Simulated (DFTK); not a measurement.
# BeTe (F-43m) in DFTK: equation of state

How stiff is BeTe in PBEsol, and what volume does it want? The cell is scaled to several volumes.

Program: DFTK 0.8.2. These are calculated values, not measurements. Logs are shortened: lines on timing, memory, paths and dates and some standing lists are left out, and cuts for length are marked.

## Step 1: Starting point

Symmetry: F-43m, No. 216, cubic system. Conventional cell: a = 5.540 Å, b = 5.540 Å, c = 5.540 Å, α = 90.00°, β = 90.00°, γ = 90.00°. Te (site symmetry -43m) has 4 Be at 2.40 Å as nearest neighbours. Be (site symmetry -43m) has 4 Te at 2.40 Å as nearest neighbours.

## Step 2: Equation of state, PBEsol

File run.jl:

```julia
using DFTK
using PseudoPotentialData
using Unitful, UnitfulAtomic
using LinearAlgebra, Printf
include("save.jl")
disable_threading()

# lattice vectors are the columns
lattice = austrip(1u"Å") * [           0.0           2.77           2.77;
                     2.77            0.0           2.77;
                     2.77           2.77            0.0]
symbols   = [:Te, :Be]
positions = [[0.75, 0.75, 0.75],
             [0.0, 0.0, 0.0]]
pseudopotentials = PseudoFamily("dojo.nc.sr.pbesol.v0_4_1.standard.upf")
elements = Dict(s => ElementPsp(s, pseudopotentials) for s in unique(symbols))
atoms    = [elements[s] for s in symbols]

build_model(lattice, positions; symmetries=true) =
    model_DFT(lattice, atoms, positions;
              functionals=PBEsol(),
              temperature=austrip(0.05u"eV"),
              smearing=Smearing.FermiDirac(),
              symmetries)
Ecut  = 44.0  # hartree
kgrid = [8, 8, 8]
tol   = 1e-6
to_GPa = ustrip(uconvert(u"GPa", 1u"hartree/bohr^3"))

results["points"] = []
for scale in [0.94, 0.96, 0.98, 1.0, 1.02, 1.04, 1.06]
    println("\n=== scale = ", scale)
    model = build_model(cbrt(scale) * lattice, positions)
    basis = PlaneWaveBasis(model; Ecut, kgrid)
    t0 = time()
    scfres = self_consistent_field(basis;
                                   tol,
                                   nbandsalg=AdaptiveBands(model; n_bands_converge=15))
    seconds = time() - t0
    @printf "SCF: %d iterations, %.1f s\n" scfres.n_iter seconds
    forces = compute_forces_cart(scfres)
    stress = compute_stresses_cart(scfres)
    @printf "V = %.5f Å^3  F = %.8f Ha  max force = %.5f eV/Å  p = %.4f GPa\n" ustrip(auconvert(u"Å^3", model.unit_cell_volume)) scfres.energies.total ustrip(auconvert(u"eV/Å", maximum(norm, forces))) (-tr(stress) / 3 * to_GPa)
    push!(results["points"], save_scf!(scfres; forces, stress, d=Dict{String,Any}("seconds" => seconds, "n_matvec" => get(scfres, :n_matvec, 0))))
end

# third-order Birch-Murnaghan fit in x = V^(-2/3)
V = [0.94, 0.96, 0.98, 1.0, 1.02, 1.04, 1.06] * abs(det(lattice))
E = [p["total"] for p in results["points"]]
x = V .^ (-2 / 3)
c = [x .^ 0 x x .^ 2 x .^ 3] \ E
Δ = c[3]^2 - 3c[2] * c[4]
if Δ > 0
    x0 = (-c[3] + sqrt(Δ)) / 3c[4]
    B0 = 4 / 9 * x0^(7 / 2) * (2c[3] + 6c[4] * x0)
    @printf "V0 = %.4f Å^3  B0 = %.2f GPa\n" ustrip(auconvert(u"Å^3", x0^(-3 / 2))) B0 * to_GPa
end
```

Potentials or basis: dojo.nc.sr.pbesol.v0_4_1.standard.upf (PBEsol).

Launch:

```bash
julia --threads=1 run.jl  # save.jl only writes the numbers to a file and isn't shown; printed stress counts tension as positive; times include loading and compiling
```

The program printed:

```text
=== scale = 0.94
n     Energy            log10(ΔE)   log10(Δρ)   Diag   Δtime
---   ---------------   ---------   ---------   ----   ------
  1   -118.5786260205                   -1.01    4.4    12.9s
  2   -118.5848064641       -2.21       -1.63    1.1    5.86s
  3   -118.5850891997       -3.55       -2.47    2.9    7.38s
  4   -118.5851125255       -4.63       -2.82    2.2    7.41s
  5   -118.5851135210       -6.00       -3.57    1.6    6.25s
  6   -118.5851135651       -7.36       -4.15    3.0    7.26s
  7   -118.5851135681       -8.51       -4.60    2.1    7.53s
  8   -118.5851135683       -9.85       -5.11    2.0    5.90s
  9   -118.5851135683      -10.47       -5.99    2.1    7.86s
 10   -118.5851135683      -12.57       -6.27    2.7    7.54s
SCF: 10 iterations, 76.7 s
V = 39.95739 Å^3  F = -118.58511357 Ha  max force = 0.00000 eV/Å  p = 7.2829 GPa

=== scale = 0.96
n     Energy            log10(ΔE)   log10(Δρ)   Diag   Δtime
---   ---------------   ---------   ---------   ----   ------
[... 50 further cycles ...]
  1   -118.5843641161                   -1.06    4.1    14.3s
  2   -118.5879769690       -2.44       -1.64    1.0    6.28s
  3   -118.5881725548       -3.71       -2.50    2.7    8.91s
  4   -118.5881914492       -4.72       -2.83    2.3    8.97s
  5   -118.5881923233       -6.06       -3.56    1.4    7.56s
  6   -118.5881923666       -7.36       -4.17    2.7    8.23s
  7   -118.5881923703       -8.43       -4.53    2.2    9.12s
  8   -118.5881923705       -9.60       -5.11    1.6    6.84s
  9   -118.5881923705      -10.45       -5.97    2.2    9.52s
 10   -118.5881923705      -12.94       -6.04    2.6    8.58s
SCF: 10 iterations, 89.8 s
V = 45.05834 Å^3  F = -118.58819237 Ha  max force = 0.00000 eV/Å  p = -1.2331 GPa
V0 = 44.1223 Å^3  B0 = 60.44 GPa
```

It took 20 min on 1 thread of AMD EPYC 7R43 (Zen 3), shared host; peak memory 1.9 GiB.

Results:

| Property | Result |
| --- | --- |
| Equilibrium volume | 22.06 Å³/atom |
| Bulk modulus | 60 GPa |
| Pressure derivative of the bulk modulus | 4.0 |

Energy against volume, from the lowest point:
```
volume (Å³/atom)  energy (meV/atom)
          19.979              43.68
          20.404              26.72
          20.829              14.26
          21.254               5.91
          21.679               1.27
          22.104               0.00
          22.529               1.79
```

## Step 3: Single point, PBEsol, 19.98 Å³/atom (volume scaled by 0.94)

run.jl is that of step 2.

Potentials or basis: dojo.nc.sr.pbesol.v0_4_1.standard.upf (PBEsol).

Launch:

```bash
julia --threads=1 run.jl  # one pass of the loop, scale = 0.94; save.jl only writes the numbers to a file and isn't shown; printed stress counts tension as positive; times include loading and compiling
```

Wall time 77 s (1 thread of AMD EPYC 7R43 (Zen 3), shared host).

Results (log left out):

```yaml
Free_energy: -3226.8653 eV
Pressure: 7.3 GPa
Band_gap_on_the_k_mesh: 1.58 eV, indirect (least direct gap 3.54 eV)
```

Caveat: spin-orbit coupling is left out, which moves the levels of the heavy elements.

## Step 4: Single point, PBEsol, 20.40 Å³/atom (volume scaled by 0.96)

run.jl is that of step 3.

Launch:

```bash
julia --threads=1 run.jl  # one pass of the loop, scale = 0.96; save.jl only writes the numbers to a file and isn't shown; printed stress counts tension as positive; times include loading and compiling
```

It took 75 s on 1 thread of AMD EPYC 7R43 (Zen 3), shared host.

The run converged. Its results:

```
Free energy            : -3226.8993 eV
Pressure               : 5.5 GPa
Band gap on the k mesh : 1.64 eV, indirect (least direct gap 3.56 eV)
```

Caveat: spin-orbit coupling is left out, which moves the levels of the heavy elements.

## Step 5: Single point, PBEsol, 20.83 Å³/atom (volume scaled by 0.98)

run.jl is that of step 4.

Launch:

```bash
julia --threads=1 run.jl  # one pass of the loop, scale = 0.98; save.jl only writes the numbers to a file and isn't shown; printed stress counts tension as positive; times include loading and compiling
```

Run time: 77 s. Hardware: 1 thread of AMD EPYC 7R43 (Zen 3), shared host.

Results (log left out):

```yaml
Free_energy: -3226.9242 eV
Pressure: 3.9 GPa
Band_gap_on_the_k_mesh: 1.70 eV, indirect (least direct gap 3.58 eV)
```

Caveat: spin-orbit coupling is left out, which moves the levels of the heavy elements.

## Step 6: Single point, PBEsol, 21.25 Å³/atom

run.jl is that of step 5.

Potentials or basis: dojo.nc.sr.pbesol.v0_4_1.standard.upf (PBEsol).

Launch:

```bash
julia --threads=1 run.jl  # one pass of the loop, scale = 1.0; save.jl only writes the numbers to a file and isn't shown; printed stress counts tension as positive; times include loading and compiling
```

Run time: 79 s. Hardware: 1 thread of AMD EPYC 7R43 (Zen 3), shared host.

Results (log left out):

```
Free energy            : -3226.9409 eV
Pressure               : 2.4 GPa
Band gap on the k mesh : 1.75 eV, indirect (least direct gap 3.60 eV)
```

Caveat: spin-orbit coupling is left out, which moves the levels of the heavy elements.

## Step 7: Single point, PBEsol, 21.68 Å³/atom (volume scaled by 1.02)

run.jl is that of step 6.

Launch:

```bash
julia --threads=1 run.jl  # one pass of the loop, scale = 1.02; save.jl only writes the numbers to a file and isn't shown; printed stress counts tension as positive; times include loading and compiling
```

It took 78 s on 1 thread of AMD EPYC 7R43 (Zen 3), shared host.

It converged, with:

```
Free energy            : -3226.9502 eV
Pressure               : 1.1 GPa
Band gap on the k mesh : 1.80 eV, indirect (least direct gap 3.62 eV)
```

Caveat: spin-orbit coupling is left out, which moves the levels of the heavy elements.

## Step 8: Single point, PBEsol, 22.10 Å³/atom (volume scaled by 1.04)

run.jl is that of step 7.

Launch:

```bash
julia --threads=1 run.jl  # one pass of the loop, scale = 1.04; save.jl only writes the numbers to a file and isn't shown; printed stress counts tension as positive; times include loading and compiling
```

Wall time 78 s (1 thread of AMD EPYC 7R43 (Zen 3), shared host).

It converged, with:

```
Free energy            : -3226.9527 eV
Pressure               : -0.1 GPa
Band gap on the k mesh : 1.85 eV, indirect (least direct gap 3.63 eV)
```

Caveat: spin-orbit coupling is left out, which moves the levels of the heavy elements.

## Step 9: Single point, PBEsol, 22.53 Å³/atom (volume scaled by 1.06)

run.jl is that of step 8.

Potentials or basis: dojo.nc.sr.pbesol.v0_4_1.standard.upf (PBEsol).

Launch:

```bash
julia --threads=1 run.jl  # one pass of the loop, scale = 1.06; save.jl only writes the numbers to a file and isn't shown; printed stress counts tension as positive; times include loading and compiling
```

Wall time 90 s (1 thread of AMD EPYC 7R43 (Zen 3), shared host).

What came out:

| Quantity | Value |
| --- | --- |
| Free energy | -3226.9491 eV |
| Pressure | -1.2 GPa |
| Band gap on the k mesh | 1.90 eV, indirect (least direct gap 3.65 eV) |

Caveat: spin-orbit coupling is left out, which moves the levels of the heavy elements.
